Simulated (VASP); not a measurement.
# MnO2 (P-3m1) in VASP: equation of state

Aim: energy against volume of MnO2 in PBE, for its equilibrium volume and stiffness.

All numbers are computed with VASP 6.6.1; they aren't measurements. Logs are shortened: lines on timing, memory, paths and dates and some standing lists are left out, and cuts for length are marked.

**1. The structure**

Symmetry: P-3m1, No. 164, trigonal system. The conventional cell has a = 2.857 Å, b = 2.857 Å, c = 4.601 Å, α = 90.00°, β = 90.00°, γ = 120.00°. Around Mn (site symmetry -3m) lie 6 O at 1.90 Å. O (site symmetry 3m) is surrounded by 3 Mn at 1.90 Å.

Measurements of this composition are mostly on another form, of space group No. 136.

**2. Equation of state, PBE, collinear spin, ferromagnetic start, 10.19 Å³/atom (volume scaled by 0.94)**

File INCAR:

```
SYSTEM = MnO2
  PREC = Accurate
  ENCUT = 520
  EDIFF = 1E-7
  ISMEAR = -1
  SIGMA = 0.05
  LREAL = .False.
  LASPH = .True.
  NELM = 150
  ALGO = Normal
  ISIF = 2
  LWAVE = .False.
  LCHARG = .False.
  ISPIN = 2
  MAGMOM = 4 0 0
  LORBIT = 11
  LMAXMIX = 4
  GGA = PE
  NBANDS = 24
```

File KPOINTS:

```
regular mesh
0
Gamma
  11 11 6
  0 0 0
```

File POSCAR:

```
MnO2
1.0
    2.7982643040      0.0000000000      0.0000000000
   -1.3991321520      2.4233679738      0.0000000000
    0.0000000000      0.0000000000      4.5074421091
Mn O
1 2
Direct
    0.0000000000      0.0000000000      0.5000000000
    0.3333333333      0.6666666667      0.7062925700
    0.6666666667      0.3333333333      0.2937074300
```

Potentials or basis: VASP PAW PBE potentials, release 64 (Mn_pv, O).

Launch:

```bash
$ cat potpaw_PBE.64/Mn_pv/POTCAR potpaw_PBE.64/O/POTCAR > POTCAR
$ mpirun -np 1 vasp_std > vasp.out
```

OUTCAR:

```text
SYSTEM = MnO2
   PREC = Accurate
   ENCUT = 520
   EDIFF = 1E-7
   ISMEAR = -1
   LREAL = .False.
   LASPH = .True.
   NELM = 150
   ISIF = 2
   ISPIN = 2
   LORBIT = 11
   GGA = PE

 Found     84 irreducible k-points:

 Following reciprocal coordinates:
            Coordinates               Weight
  0.000000  0.000000  0.000000      1.000000
  0.090909  0.000000  0.000000      6.000000
  0.181818  0.000000  0.000000      6.000000
  0.272727  0.000000  0.000000      6.000000
  0.363636  0.000000  0.000000      6.000000
  0.454545  0.000000  0.000000      6.000000
   k-points           NKPTS =     84   k-points in BZ     NKDIM =     84   number of bands    NBANDS=     24
   number of dos      NEDOS =    301   number of ions     NIONS =      3
   total plane-waves  NPLWV =  20736
   dimension x,y,z NGX =    24 NGY =   24 NGZ =   36
   dimension x,y,z NGXF=    48 NGYF=   48 NGZF=   72
   ions per type =               1   2
   NGX,Y,Z   is equivalent  to a cutoff of  14.26, 14.26, 13.28 a.u.
   NGXF,Y,Z  is equivalent  to a cutoff of  28.52, 28.52, 26.56 a.u.
 SYSTEM =  MnO2
   PREC   = accura    normal or accurate (medium, high low for compatibility)
   ISTART =      0    job   : 0-new  1-cont  2-samecut
   ICHARG =      2    charge: 1-file 2-atom 10-const
   ISPIN  =      2    spin polarized calculation?
   LNONCOLLINEAR =      F non collinear calculations
   LSORBIT =      F    spin-orbit coupling
   LASPH  =      T    aspherical Exc in radial PAW
   ENCUT  =  520.0 eV  38.22 Ry    6.18 a.u.   5.20  5.20  8.38*2*pi/ulx,y,z
   NELM   =    150;   NELMIN=  2; NELMDL= -5     # of ELM steps
   EDIFF  = 0.1E-06   stopping-criterion for ELM
   LREAL  =      F    real-space projection
   EDIFFG = 0.1E-05   stopping-criterion for IOM
   NSW    =      0    number of steps for IOM
   IBRION =     -1    ionic relax: 0-MD 1-quasi-New 2-CG
   NFREE  =      0    steps in history (QN), initial steepest desc. (CG)
   ISIF   =      2    stress and relaxation
   ISYM   =      2    0-nonsym 1-usesym 2-fastsym
   POTIM  = 0.5000    time-step for ionic-motion
   TEBEG  =    0.0;   TEEND  =   0.0 temperature during run
   PSTRESS=    0.0 pullay stress
   NELECT =      25.0000    total number of electrons
   NUPDOWN=      -1.0000    fix difference up-down
   EMIN   =  10.00;   EMAX   =-10.00  energy-range for DOS
   EFERMI =   0.00;   METHOD = LEGACY
   ISMEAR =    -1;   SIGMA  =   0.05  broadening in eV -4-tet -1-fermi 0-gaus
   EFERMI_NEDOS =   21; number of points for ismear=-14 and -15
   IALGO  =     38    algorithm
   IMIX   =      4    mixing-type and parameters
     AMIX     =   0.40;   BMIX     =  1.00
     AMIX_MAG =   1.60;   BMIX_MAG =  1.00
  volume/ion in A,a.u.               =      10.19        68.76
  Fermi-wavevector in a.u.,A,eV,Ry     =   1.531001  2.893172 31.891559  2.343963
  Thomas-Fermi vector in A             =   2.638406
   LORBIT       =     11    0 simple, 1 ext, 2 COOP (PROOUT), +10 PAW based schemes
   GGA     = PE    functional components
   LHFCALC =     F    Hartree Fock is set to
   AEXX    =    0.0000 exact exchange contribution
   IVDW    =     0    specifies the selected vdW correction
   LEPSILON=     F    determine dielectric tensor
   LRPA    =     F    only Hartree local field effects (RPA)
 spin polarized calculation
  energy-cutoff  :      520.00
  volume of cell :       30.57
 maximum number of plane-waves:       835
 NGX is ok and might be reduce to    24
   NGX = 11   NGY = 11   NGZ = 17

 number of electron      25.0000014 magnetization       2.9999452

 Free energy of the ion-electron system (eV)
  ---------------------------------------------------
  ext. energy  EPLUGINS =         0.00000000
  ---------------------------------------------------
  free energy    TOTEN  =       -23.64476557 eV

  energy without entropy =      -23.64471574  energy(sigma->0) =      -23.64474065

 E-fermi :   4.3784     XC(G=0): -11.1411

 val. band max:        4.0803933849   @ k =   0.0909   0.0000   0.5000
[... 66 lines left out ...]
      2     -43.3946      1.00000
      3     -43.2372      1.00000
      4     -16.0003      1.00000
      5     -13.4424      1.00000
      6      -1.9372      1.00000
[... 16 lines left out ...]
     23      29.3981      0.00000
     24      29.4534      0.00000

 k-point     2 :       0.0909    0.0000    0.0000
  band No.  band energies     occupation
      1     -43.4143      1.00000
      2     -43.3989      1.00000
      3     -43.2337      1.00000
      4     -15.8806      1.00000
      5     -13.4804      1.00000
      6      -1.7979      1.00000
[... 16 lines left out ...]
     23      29.5133      0.00000
     24      29.5473      0.00000

 k-point     3 :       0.1818    0.0000    0.0000
  band No.  band energies     occupation
      1     -43.4668      1.00000
      2     -43.4103      1.00000
      3     -43.2242      1.00000
      4     -15.5479      1.00000
      5     -13.5845      1.00000
      6      -1.6513      1.00000
[... 16 lines left out ...]
     23      27.1413      0.00000
     24      28.8049      0.00000

 k-point     4 :       0.2727    0.0000    0.0000
  band No.  band energies     occupation
      1     -43.5351      1.00000
      2     -43.4252      1.00000
      3     -43.2117      1.00000
      4     -15.0812      1.00000
      5     -13.7238      1.00000
      6      -1.7085      1.00000
[... 16 lines left out ...]
     23      26.8795      0.00000
     24      27.5637      0.00000

 k-point     5 :       0.3636    0.0000    0.0000
  band No.  band energies     occupation
      1     -43.5973      1.00000
      2     -43.4389      1.00000
      3     -43.2003      1.00000
      4     -14.6093      1.00000
      5     -13.8585      1.00000
      6      -2.0966      1.00000
[... 16 lines left out ...]
     23      26.1544      0.00000
     24      28.0627      0.00000

 k-point     6 :       0.4545    0.0000    0.0000
  band No.  band energies     occupation
      1     -43.6339      1.00000
      2     -43.4471      1.00000
      3     -43.1934      1.00000
      4     -14.2911      1.00000
      5     -13.9555      1.00000
      6      -2.5739      1.00000
[... 16 lines left out ...]
     23      25.5919      0.00000
     24      28.5031      0.00000

 [... further k-points ...]

------------------------ aborting loop because EDIFF is reached ----------------------------------------

  FORCE on cell =-STRESS in cart. coord.  units (eV):
  Direction    XX          YY          ZZ          XY          YZ          ZX
  --------------------------------------------------------------------------------------
  -------------------------------------------------------------------------------------
  Total        4.4551616      4.4551616      3.0074172      0.0000000     -0.0000000      0.0000000
  in kB      233.5262969    233.5262969    157.6398454      0.0000000     -0.0000000      0.0000000
  external PRESSURE =     208.2308131 kB  Pullay stress =       0.0000000 kB

 VOLUME and BASIS-vectors are now :
 -----------------------------------------------------------------------------
  energy-cutoff  :      520.00
  volume of cell :       30.57
      direct lattice vectors                 reciprocal lattice vectors
     2.798264304  0.000000000  0.000000000     0.357364384  0.206324423  0.000000000
    -1.399132152  2.423367974  0.000000000     0.000000000  0.412648847  0.000000000
     0.000000000  0.000000000  4.507442109     0.000000000  0.000000000  0.221855317

 POSITION                                       TOTAL-FORCE (eV/Angst)
 -----------------------------------------------------------------------------------
      0.00000      0.00000      2.25372         0.000000      0.000000      0.000000
     -0.00000      1.61558      3.18357         0.000000     -0.000000      1.310886
      1.39913      0.80779      1.32387        -0.000000      0.000000     -1.310886
 -----------------------------------------------------------------------------------
    total drift:                               -0.000000      0.000000      0.000000

  FREE ENERGIE OF THE ION-ELECTRON SYSTEM (eV)
  ---------------------------------------------------
  free  energy   TOTEN  =       -23.6447655658 eV

  energy  without entropy=      -23.6447157420  energy(sigma->0) =      -23.64474065

 total charge

# of ion       s       p       d       tot
------------------------------------------
    1        0.383   6.527   4.999  11.909
    2        1.584   3.455   0.000   5.039
    3        1.584   3.455   0.000   5.039
--------------------------------------------------
tot          3.550  13.437   4.999  21.986

 magnetization (x)

# of ion       s       p       d       tot
------------------------------------------
    1        0.031   0.042   2.706   2.779
    2        0.004   0.067   0.000   0.071
    3        0.004   0.067   0.000   0.071
--------------------------------------------------
tot          0.039   0.176   2.706   2.921
```

Wall time 1.7 min (1 thread of Intel Xeon Platinum 8488C (Sapphire Rapids), shared host); peak memory 0.23 GiB.

Results:

```yaml
Free_energy: -23.6448 eV
Pressure: 20.8 GPa
Largest_force: 1.311 eV/Å
Band_gap_on_the_k_mesh: 0.57 eV, indirect (least direct gap 0.62 eV)
Net_moment: 3.00 μB per cell
Site_moments: Mn +2.78; O +0.07 μB
Valence_electrons_inside_the_program's_atomic_spheres: Mn 11.91; O 5.04
```

Caveat: an odd mesh through Γ misses points on the zone boundary, where band edges often lie; a cell with one magnetic atom can't hold antiferromagnetic order, which such compounds often take; forces of over 1 eV/Å show positions far from the minimum, so gaps and moduli don't describe the material at rest.

**3. Equation of state, PBE, collinear spin, ferromagnetic start, 10.41 Å³/atom (volume scaled by 0.96)**

File INCAR:

```
PREC = Accurate
ENCUT = 520
EDIFF = 1E-7
ISMEAR = -1
SIGMA = 0.05
LREAL = F
LASPH = T
NELM = 150
ALGO = Normal
ISIF = 2
LWAVE = F
LCHARG = F
ISPIN = 2
MAGMOM = 4 0 0
LORBIT = 11
LMAXMIX = 4
GGA = PE
NBANDS = 24
```

File KPOINTS:

```
Automatic mesh
0
Gamma
  11 11 6
```

File POSCAR:

```
MnO2
1.0
    2.8179710399      0.0000000000      0.0000000000
   -1.4089855200      2.4404345078      0.0000000000
    0.0000000000      0.0000000000      4.5391857050
Mn O
1 2
Direct
    0.0000000000      0.0000000000      0.5000000000
    0.3333333333      0.6666666667      0.7062925700
    0.6666666667      0.3333333333      0.2937074300
```

Potentials or basis: VASP PAW PBE potentials, release 64 (Mn_pv, O).

Launch:

```bash
$ cat potpaw_PBE.64/Mn_pv/POTCAR potpaw_PBE.64/O/POTCAR > POTCAR
$ mpirun -np 1 vasp_std > vasp.out
```

It took 1.8 min on 1 thread of Intel Xeon Platinum 8488C (Sapphire Rapids), shared host; peak memory 0.23 GiB.

The run converged. Its results:

```yaml
Free_energy: -23.7189 eV
Pressure: 15.3 GPa
Largest_force: 0.949 eV/Å
Band_gap_on_the_k_mesh: 0.66 eV, indirect (least direct gap 0.70 eV)
Net_moment: 3.00 μB per cell
Site_moments: Mn +2.80; O +0.06 μB
Valence_electrons_inside_the_program's_atomic_spheres: Mn 11.85; O 5.03
```

Caveat: an odd mesh through Γ misses points on the zone boundary, where band edges often lie; a cell with one magnetic atom can't hold antiferromagnetic order, which such compounds often take.

**4. Equation of state, PBE, collinear spin, ferromagnetic start, 10.62 Å³/atom (volume scaled by 0.98)**

File INCAR:

```
SYSTEM = MnO2
PREC = Accurate
ENCUT = 520
EDIFF = 1E-7
ISMEAR = -1
SIGMA = 0.05
LREAL = .FALSE.
LASPH = .TRUE.
NELM = 120
ALGO = Normal
ISIF = 2
LWAVE = .FALSE.
LCHARG = .FALSE.
ISPIN = 2
MAGMOM = 4 0 0
LORBIT = 11
LMAXMIX = 4
GGA = PE
NBANDS = 24
```

File KPOINTS:

```
Automatic mesh
0
G
  11 11 6
  0 0 0
```

File POSCAR:

```
MnO2
1.0
    2.8374059371      0.0000000000      0.0000000000
   -1.4187029685      2.4572656224      0.0000000000
    0.0000000000      0.0000000000      4.5704914233
Mn O
1 2
Direct
    0.0000000000      0.0000000000      0.5000000000
    0.3333333333      0.6666666667      0.7062925700
    0.6666666667      0.3333333333      0.2937074300
```

Launch:

```bash
$ cat potpaw_PBE.64/Mn_pv/POTCAR potpaw_PBE.64/O/POTCAR > POTCAR
$ mpirun -np 1 vasp_std > vasp.out
```

Run time: 79 s. Hardware: 1 thread of Intel Xeon Platinum 8488C (Sapphire Rapids), shared host; peak memory 0.22 GiB.

It converged, with:

- Free energy: -23.7715 eV
- Pressure: 10.3 GPa
- Largest force: 0.617 eV/Å
- Band gap on the k mesh: 0.74 eV, indirect (least direct gap 0.79 eV)
- Net moment: 3.00 μB per cell
- Site moments: Mn +2.81; O +0.05 μB
- Valence electrons inside the program's atomic spheres: Mn 11.80; O 5.01

Caveat: an odd mesh through Γ misses points on the zone boundary, where band edges often lie; a cell with one magnetic atom can't hold antiferromagnetic order, which such compounds often take.

**5. Equation of state, PBE, collinear spin, ferromagnetic start, 11.06 Å³/atom (volume scaled by 1.02)**

File INCAR:

```
ALGO     = Normal         # electronic algorithm
EDIFF    = 1E-7           # SCF threshold, eV
ENCUT    = 520            # plane-wave cutoff, eV
GGA      = PE             # functional
ISIF     = 2              # what is computed and relaxed
ISMEAR   = -1             # smearing method
ISPIN    = 2              # spin polarisation
LASPH    = True           # aspherical terms in the spheres
LCHARG   = False          # write CHGCAR
LMAXMIX  = 4              # l up to which the mixer works
LORBIT   = 11             # projections on sites
LREAL    = False          # projectors in reciprocal space
LWAVE    = False          # write WAVECAR
MAGMOM   = 4 0 0          # initial moments
NBANDS   = 24             # bands
NELM     = 150            # most SCF steps
PREC     = Accurate       # precision mode
SIGMA    = 0.05           # smearing width, eV
```

File KPOINTS:

```
k-points
0
Gamma
  11 11 6
```

File POSCAR:

```
MnO2
1.0
    2.8754964680      0.0000000000      0.0000000000
   -1.4377482340      2.4902529899      0.0000000000
    0.0000000000      0.0000000000      4.6318476229
Mn O
1 2
Direct
    0.0000000000      0.0000000000      0.5000000000
    0.3333333333      0.6666666667      0.7062925700
    0.6666666667      0.3333333333      0.2937074300
```

Launch:

```bash
$ cat potpaw_PBE.64/Mn_pv/POTCAR potpaw_PBE.64/O/POTCAR > POTCAR
$ mpirun -np 1 vasp_std > vasp.out
```

It took 93 s on 1 thread of Intel Xeon Platinum 8488C (Sapphire Rapids), shared host; peak memory 0.23 GiB.

Results (log left out):

| Property | Result |
| --- | --- |
| Free energy | -23.8214 eV |
| Pressure | 1.8 GPa |
| Largest force | 0.027 eV/Å |
| Band gap on the k mesh | 0.88 eV, indirect (least direct gap 0.94 eV) |
| Net moment | 3.00 μB per cell |
| Site moments | Mn +2.85; O +0.04 μB |
| Valence electrons inside the program's atomic spheres | Mn 11.70; O 4.99 |

Caveat: an odd mesh through Γ misses points on the zone boundary, where band edges often lie; a cell with one magnetic atom can't hold antiferromagnetic order, which such compounds often take.

**6. Equation of state, PBE, collinear spin, ferromagnetic start, 11.27 Å³/atom (volume scaled by 1.04)**

File INCAR:

```
  PREC = Accurate
  ENCUT = 520
  EDIFF = 1E-7
  ISMEAR = -1
  SIGMA = 0.05
  LREAL = F
  LASPH = T
  NELM = 100
  ALGO = Normal
  ISIF = 2
  LWAVE = F
  LCHARG = F
  ISPIN = 2
  MAGMOM = 4 0 0
  LORBIT = 11
  LMAXMIX = 4
  GGA = PE
  NBANDS = 24
```

File KPOINTS:

```
regular mesh
0
Gamma
  11 11 6
```

File POSCAR:

```
MnO2
1.0
    2.8941690462      0.0000000000      0.0000000000
   -1.4470845231      2.5064239170      0.0000000000
    0.0000000000      0.0000000000      4.6619253983
Mn O
1 2
Direct
    0.0000000000      0.0000000000      0.5000000000
    0.3333333333      0.6666666667      0.7062925700
    0.6666666667      0.3333333333      0.2937074300
```

Potentials or basis: VASP PAW PBE potentials, release 64 (Mn_pv, O).

Launch:

```bash
$ cat potpaw_PBE.64/Mn_pv/POTCAR potpaw_PBE.64/O/POTCAR > POTCAR
$ mpirun -np 1 vasp_std > vasp.out
```

Run time: 83 s. Hardware: 1 thread of Intel Xeon Platinum 8488C (Sapphire Rapids), shared host; peak memory 0.23 GiB.

It converged, with:

- Free energy: -23.8223 eV
- Pressure: -1.8 GPa
- Largest force: 0.233 eV/Å
- Band gap on the k mesh: 0.95 eV, indirect (least direct gap 1.02 eV)
- Net moment: 3.00 μB per cell
- Site moments: Mn +2.87; O +0.03 μB
- Valence electrons inside the program's atomic spheres: Mn 11.66; O 4.98

Caveat: an odd mesh through Γ misses points on the zone boundary, where band edges often lie; a cell with one magnetic atom can't hold antiferromagnetic order, which such compounds often take.

**7. Equation of state, PBE, collinear spin, ferromagnetic start, 11.49 Å³/atom (volume scaled by 1.06)**

File INCAR:

```
PREC = Accurate ; ENCUT = 520
EDIFF = 1E-7 ; ISMEAR = -1
SIGMA = 0.05 ; LREAL = F
LASPH = T ; NELM = 150
ALGO = Normal ; ISIF = 2
LWAVE = F ; LCHARG = F
ISPIN = 2 ; MAGMOM = 4 0 0
LORBIT = 11 ; LMAXMIX = 4
GGA = PE ; NBANDS = 24
```

File KPOINTS:

```
Automatic mesh
0
Gamma
  11 11 6
```

File POSCAR:

```
MnO2
1.0
    2.9126037410      0.0000000000      0.0000000000
   -1.4563018705      2.5223888309      0.0000000000
    0.0000000000      0.0000000000      4.6916199912
Mn O
1 2
Direct
    0.0000000000      0.0000000000      0.5000000000
    0.3333333333      0.6666666667      0.7062925700
    0.6666666667      0.3333333333      0.2937074300
```

Launch:

```bash
$ cat potpaw_PBE.64/Mn_pv/POTCAR potpaw_PBE.64/O/POTCAR > POTCAR
$ mpirun -np 1 vasp_std > vasp.out
```

Wall time 96 s (1 thread of Intel Xeon Platinum 8488C (Sapphire Rapids), shared host); peak memory 0.24 GiB.

Results (log left out):

```
Free energy                                           : -23.8094 eV
Pressure                                              : -5.0 GPa
Largest force                                         : 0.473 eV/Å
Band gap on the k mesh                                : 1.01 eV, indirect (least direct gap 1.09 eV)
Net moment                                            : 3.00 μB per cell
Site moments                                          : Mn +2.89; O +0.02 μB
Valence electrons inside the program's atomic spheres : Mn 11.62; O 4.96
```

Caveat: an odd mesh through Γ misses points on the zone boundary, where band edges often lie; a cell with one magnetic atom can't hold antiferromagnetic order, which such compounds often take.

**8. Equation of state, PBE, collinear spin, ferromagnetic start**

This step only gathers the single runs of the series.

What came out:

* Equilibrium volume: 11.18 Å³/atom
* Bulk modulus at fixed shape and positions: 184 GPa
* Pressure derivative of the bulk modulus: 4.6

Energy against volume, from the lowest point:
| volume (Å³/atom) | energy (meV/atom) |
| --- | --- |
| 10.189 | 59.17 |
| 10.405 | 34.48 |
| 10.622 | 16.92 |
| 10.839 | 5.73 |
| 11.056 | 0.29 |
| 11.273 | 0.00 |
| 11.489 | 4.31 |

Caveat: the cell was scaled at fixed shape and fractional positions, which overstates the stiffness of a crystal with free parameters, most of all of layers and chains.
